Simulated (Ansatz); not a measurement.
# LiF (Griceite) (Fm-3m) in Ansatz: a series of runs

The runs below take LiF (Griceite) through single point, equation of state, with LDA.

Program: Ansatz 0.2.0. These are calculated values, not measurements. Logs are shortened: lines on timing, memory, paths and dates and some standing lists are left out, and cuts for length are marked.

## 1. Starting point

The structure is cubic, space group Fm-3m (No. 225). Conventional cell: a = 4.028 Å, b = 4.028 Å, c = 4.028 Å, α = 90.00°, β = 90.00°, γ = 90.00°. F (site symmetry m-3m) is surrounded by 6 Li at 2.01 Å. Li (site symmetry m-3m) is surrounded by 6 F at 2.01 Å.

## 2. Single point, LDA, 7.68 Å³/atom (volume scaled by 0.94)

The input, input.yaml:

```yaml
crystal:
  lattice:
    - [0.0, 1.972886423, 1.972886423]
    - [1.972886423, 0.0, 1.972886423]
    - [1.972886423, 1.972886423, 0.0]
  atoms:
    - { symbol: F, position: [0.5, 0.5, 0.5] }
    - { symbol: Li, position: [0.0, 0.0, 0.0] }
kpoints:
  mp_grid: { grid: [11, 11, 11] }
scf:
  occupations: { method: fermi_dirac, width: 0.05 }
hamiltonian:
  xc: lda
  pseudopotentials: { kind: all_electron, lapw: { basis_error: 0.001 } }
output:
  forces: true
  stress: true
  eigenvalues: true
```

Potentials or basis: all-electron LAPW, scalar-relativistic.

Launch:

```
$ ansatz run input.yaml --threads 1 --pin off --max-ram 3072MiB --backend cpu --events-out ev --progress --plain --runs-dir out
```

Log:

```text
Warning: RAYON_NUM_THREADS=1 ignored (pool sized by the plan → 1); use --threads N
LAPW: plane waves up to 8.854 Å⁻¹, error target 1.0e-3 eV per atom; small_component_spin mean_spin; Li in spheres of 0.871 Å, 3 of its electrons in bands, Dirac shells []; F in spheres of 1.102 Å, 7 of its electrons in bands, Dirac shells [] (how accurate: hamiltonian.pseudopotentials.lapw.basis_error, Limitations)
Engine: ansatz 0.2.0, x86_64-unknown-linux-gnu
Pseudopotentials: kind: all_electron
Pseudopotential: F, LAPW, valence charge 7, lapw/all_electron/scalar/gaussian/F, Koelling and Harmon's equation, gaussian nucleus
Pseudopotential: Li, LAPW, valence charge 3, lapw/all_electron/scalar/gaussian/Li, Koelling and Harmon's equation, gaussian nucleus
Functional definition: SPW92
  exchange = slater_x
  correlation = pw_c
Crystal: 2 atoms, lattice volume = 15.358 Å³
Basis set: ecut = 298.68630544541213 eV, 169 PW (Γ), exchange–correlation at level 2
Bands: 9, of which v1, the nominal top of the filled ones, is band 5 counted from 1 (4 counted from 0)
Symmetry: 48 space group operations
Space group: Fm-3m (ITA 225), of the structure as read, at distance tolerance 2.5e-5 Å
k-points: 56 of 1331
Non-local potential: F, projectors of the file, none
Non-local potential: Li, projectors of the file, none
Initial density: superposition of atomic densities (chi_scale 0.1, normalization cell, long waves kept (reshape's long-wave potential 0.00 eV rms))
Initial wavefunctions: plane waves of lowest kinetic energy (no species holds an atomic orbital)
Functional: x = slater, c = lda
iter 1 solved again at ethr=3.52e-3 eV; its pass at ethr=1.00e-1 eV (dr2=3.52e-1 eV) is discarded
SCF iter   1: F=—  HF=-2909.641149 eV  |F-HF|=—  |Δ(HF+E_count)|=         —  Δρ=5.16e-2  dr2=3.52e-1  ethr=3.52e-3  ⟨swp⟩=2.0  Hψ=3541  notcnv=0
preconditioner: auto → none  [insulator: Δε(μ)=10.848 eV  Ē_g=24.281 eV  σ=0.050 eV  W_gap=1.00  n_scr=0 (ndim 8)  ℏωp=26.8 eV  f_vac=0.000  D(μ)=0.00/eV (n_scr^D=0)  ε∞_Penn≈2.2]
iter 2 solved again at ethr=2.32e-5 eV; its pass at ethr=3.52e-3 eV (dr2=2.32e-3 eV) is discarded
SCF iter   2: F=—  HF=-2909.240644 eV  |F-HF|=—  |Δ(HF+E_count)|=   4.01e-1  Δρ=5.39e-3  dr2=2.34e-3  ethr=2.32e-5  ⟨swp⟩=2.1  Hψ=2693  notcnv=0  defer=1
SCF iter   3: F=—  HF=-2909.174548 eV  |F-HF|=—  |Δ(HF+E_count)|=   6.61e-2  Δρ=9.54e-3  dr2=1.20e-2  ethr=2.32e-5  ⟨swp⟩=3.0  Hψ=1678  notcnv=0
SCF iter   4: F=—  HF=-2909.171188 eV  |F-HF|=—  |Δ(HF+E_count)|=   3.36e-3  Δρ=7.51e-4  dr2=6.82e-5  ethr=2.32e-5  ⟨swp⟩=2.0  Hψ=1511  notcnv=0
SCF iter   5: F=—  HF=-2909.171213 eV  |F-HF|=—  |Δ(HF+E_count)|=   2.44e-5  Δρ=1.63e-4  dr2=3.38e-6  ethr=6.82e-7  ⟨swp⟩=2.0  Hψ=1288  notcnv=0
SCF iter   6: F=-2909.171213 eV  HF=-2909.171213 eV  |F-HF|=8.60e-10  |Δ(HF+E_count)|=   6.69e-8  Δρ=4.62e-6  dr2=2.43e-9  ethr=3.38e-8  ⟨swp⟩=2.0  Hψ=1288  notcnv=0
SCF 1 converged in 6 iterations: F = -2909.171213 eV  dr2 = 2.43e-9
SCF converged after 6 iterations
Free energy (F): -2909.171213 eV
Harris-Foulkes:  -2909.171213 eV  (|F-HF|=8.60e-10)
Internal energy: -2909.171213 eV  (E = F + TS)
E sigma→0 (E₀):  -2909.171213 eV
Fermi energy:    5.771117 eV
--- Per-component energies (eV) ---
  E_band       = -115.583484
  E_kinetic    = 2898.749165
  E_xc         = -317.686656
  E_electrostatic = -5490.233722  (all electrons and nuclei)
  E_smearing   = -0.000000  (= −TS)
  E_closure    = 0.000000  (closes the sum)
  E_atoms      = -2898.672788  (free atoms, spherical and without spin; not in F)
  Σ components = -2909.171213   (vs F -2909.171213, Δ=0.00e0)
  Basis errors (estimates in eV, not in F): energy 2.8e-4 per atom: plane waves 2.7e-4 (1.5e-4 summed), levels above the bands 5.0e-138, relativity 3.2e-9, radial functions 6.1e-6, core shells 3.0e-8; eigenvalues (radial functions only) 1.8e-5; not estimated: angular momenta, meshes, grids; target (lapw.basis_error) 1.0e-3; muffin-tin radii Li 0.871 Å, F 1.102 Å
--- Forces (eV/Å), atoms counted from 1 ---
  atom   1  F      0.00000000    -0.00000000    -0.00000000
  atom   2  Li    -0.00000000     0.00000000    -0.00000000
  max |Σ_I F_I| component: 1.88e-30 eV/Å
--- Stress (GPa, compression-positive) ---
       -2.221073       0.000000       0.000000
        0.000000      -2.221073       0.000000
        0.000000       0.000000      -2.221073
  P = ⅓ Tr σ = -2.2211 GPa (-22.211 kbar)
--- Band table (eV; the first three rows and the last of 56) ---
  k-point 0: bands = ["-38.6350", "-18.7797", "0.9750", "0.9750", "0.9750", "10.3714", "25.2428", "25.2428", "25.2428"]
  k-point 1: bands = ["-38.6279", "-18.7443", "0.7131", "0.9537", "0.9537", "10.6090", "22.6779", "24.0460", "24.0460"]
  k-point 2: bands = ["-38.6088", "-18.6467", "0.0612", "0.8976", "0.8976", "11.1468", "20.2874", "22.6100", "22.6100"]
  k-point 55: bands = ["-38.5221", "-18.0048", "-1.5011", "-1.2080", "0.1293", "15.8755", "16.0938", "18.8834", "20.7280"]
```

Wall time 4.4 s (1 thread of AMD EPYC 7R43 (Zen 3), shared host); peak memory 0.27 GiB.

Results:

| Quantity | Value |
| --- | --- |
| Free energy | -2909.1712 eV |
| Pressure | -2.2 GPa |
| Band gap on the k mesh | 9.40 eV, direct |

Caveat: an odd mesh through Γ misses points on the zone boundary, where band edges often lie.

## 3. Single point, LDA, 7.84 Å³/atom (volume scaled by 0.96)

input.yaml: that of step 2 with these lines changed.

```diff
@@ -2,5 +2,5 @@
   lattice:
-    - [0.0, 1.972886423, 1.972886423]
-    - [1.972886423, 0.0, 1.972886423]
-    - [1.972886423, 1.972886423, 0.0]
+    - [0.0, 1.9867804471, 1.9867804471]
+    - [1.9867804471, 0.0, 1.9867804471]
+    - [1.9867804471, 1.9867804471, 0.0]
   atoms:
```

Potentials or basis: all-electron LAPW, scalar-relativistic.

Launch:

```
$ ansatz run input.yaml --threads 1 --pin off --max-ram 3072MiB --backend cpu --events-out ev --progress --plain --runs-dir out
```

It took 5.5 s on 1 thread of AMD EPYC 7R43 (Zen 3), shared host; peak memory 0.28 GiB.

Results (log left out):

```
Free energy            : -2909.1651 eV
Pressure               : -3.8 GPa
Band gap on the k mesh : 9.20 eV, direct
```

Caveat: an odd mesh through Γ misses points on the zone boundary, where band edges often lie.

## 4. Single point, LDA, 8.01 Å³/atom (volume scaled by 0.98)

input.yaml: that of step 3 with these lines changed.

```diff
@@ -2,5 +2,5 @@
   lattice:
-    - [0.0, 1.9867804471, 1.9867804471]
-    - [1.9867804471, 0.0, 1.9867804471]
-    - [1.9867804471, 1.9867804471, 0.0]
+    - [0.0, 2.0004828142, 2.0004828142]
+    - [2.0004828142, 0.0, 2.0004828142]
+    - [2.0004828142, 2.0004828142, 0.0]
   atoms:
```

Launch:

```
$ ansatz run input.yaml --threads 1 --pin off --max-ram 3072MiB --backend cpu --events-out ev --progress --plain --runs-dir out
```

It took 3.9 s on 1 thread of AMD EPYC 7R43 (Zen 3), shared host; peak memory 0.28 GiB.

It converged, with:

```yaml
Free_energy: -2909.1559 eV
Pressure: -5.2 GPa
Band_gap_on_the_k_mesh: 9.00 eV, direct
```

Caveat: an odd mesh through Γ misses points on the zone boundary, where band edges often lie.

## 5. Single point, LDA, 8.17 Å³/atom

input.yaml: that of step 4 with these lines changed.

```diff
@@ -2,5 +2,5 @@
   lattice:
-    - [0.0, 2.0004828142, 2.0004828142]
-    - [2.0004828142, 0.0, 2.0004828142]
-    - [2.0004828142, 2.0004828142, 0.0]
+    - [0.0, 2.014, 2.014]
+    - [2.014, 0.0, 2.014]
+    - [2.014, 2.014, 0.0]
   atoms:
```

Launch:

```
$ ansatz run input.yaml --threads 1 --pin off --max-ram 3072MiB --backend cpu --events-out ev --progress --plain --runs-dir out
```

It took 2.8 s on 1 thread of AMD EPYC 7R43 (Zen 3), shared host; peak memory 0.28 GiB.

The run converged. Its results:

```
Free energy            : -2909.1442 eV
Pressure               : -6.4 GPa
Band gap on the k mesh : 8.82 eV, direct
```

Caveat: an odd mesh through Γ misses points on the zone boundary, where band edges often lie.

## 6. Single point, LDA, 8.33 Å³/atom (volume scaled by 1.02)

input.yaml: that of step 5 with these lines changed.

```diff
@@ -2,5 +2,5 @@
   lattice:
-    - [0.0, 2.014, 2.014]
-    - [2.014, 0.0, 2.014]
-    - [2.014, 2.014, 0.0]
+    - [0.0, 2.0273381371, 2.0273381371]
+    - [2.0273381371, 0.0, 2.0273381371]
+    - [2.0273381371, 2.0273381371, 0.0]
   atoms:
```

Potentials or basis: all-electron LAPW, scalar-relativistic.

Launch:

```
$ ansatz run input.yaml --threads 1 --pin off --max-ram 3072MiB --backend cpu --events-out ev --progress --plain --runs-dir out
```

Run time: 5 s. Hardware: 1 thread of AMD EPYC 7R43 (Zen 3), shared host; peak memory 0.27 GiB.

It converged, with:

```yaml
Free_energy: -2909.1300 eV
Pressure: -7.5 GPa
Band_gap_on_the_k_mesh: 8.65 eV, direct
```

Caveat: an odd mesh through Γ misses points on the zone boundary, where band edges often lie.

## 7. Single point, LDA, 8.50 Å³/atom (volume scaled by 1.04)

input.yaml: that of step 6 with these lines changed.

```diff
@@ -2,5 +2,5 @@
   lattice:
-    - [0.0, 2.0273381371, 2.0273381371]
-    - [2.0273381371, 0.0, 2.0273381371]
-    - [2.0273381371, 2.0273381371, 0.0]
+    - [0.0, 2.0405030393, 2.0405030393]
+    - [2.0405030393, 0.0, 2.0405030393]
+    - [2.0405030393, 2.0405030393, 0.0]
   atoms:
```

Launch:

```
$ ansatz run input.yaml --threads 1 --pin off --max-ram 3072MiB --backend cpu --events-out ev --progress --plain --runs-dir out
```

Run time: 7.6 s. Hardware: 1 thread of AMD EPYC 7R43 (Zen 3), shared host; peak memory 0.28 GiB.

The run converged. Its results:

| Quantity | Value |
| --- | --- |
| Free energy | -2909.1137 eV |
| Pressure | -8.5 GPa |
| Band gap on the k mesh | 8.48 eV, direct |

Caveat: an odd mesh through Γ misses points on the zone boundary, where band edges often lie.

## 8. Single point, LDA, 8.66 Å³/atom (volume scaled by 1.06)

input.yaml: that of step 7 with these lines changed.

```diff
@@ -2,5 +2,5 @@
   lattice:
-    - [0.0, 2.0405030393, 2.0405030393]
-    - [2.0405030393, 0.0, 2.0405030393]
-    - [2.0405030393, 2.0405030393, 0.0]
+    - [0.0, 2.0535002244, 2.0535002244]
+    - [2.0535002244, 0.0, 2.0535002244]
+    - [2.0535002244, 2.0535002244, 0.0]
   atoms:
```

Launch:

```
$ ansatz run input.yaml --threads 1 --pin off --max-ram 3072MiB --backend cpu --events-out ev --progress --plain --runs-dir out
```

It took 6.9 s on 1 thread of AMD EPYC 7R43 (Zen 3), shared host; peak memory 0.26 GiB.

It converged, with:

```
Free energy            : -2909.0955 eV
Pressure               : -9.3 GPa
Band gap on the k mesh : 8.32 eV, direct
```

Caveat: an odd mesh through Γ misses points on the zone boundary, where band edges often lie.

## 9. Equation of state, LDA

Potentials or basis: all-electron LAPW, scalar-relativistic.

No new run: the results of the series are fitted here.

Results:

| Item | Value |
| --- | --- |
| Equilibrium volume | 7.47 Å³/atom (rough: see the caveat) |
| Bulk modulus | 87 GPa (rough) |

Energy against volume, from the lowest point:
```csv
volume (Å³/atom),energy (meV/atom)
7.679,0.00
7.842,3.07
8.006,7.64
8.169,13.53
8.333,20.61
8.496,28.75
8.659,37.84
```

Caveat: the minimum lies outside the volumes run.
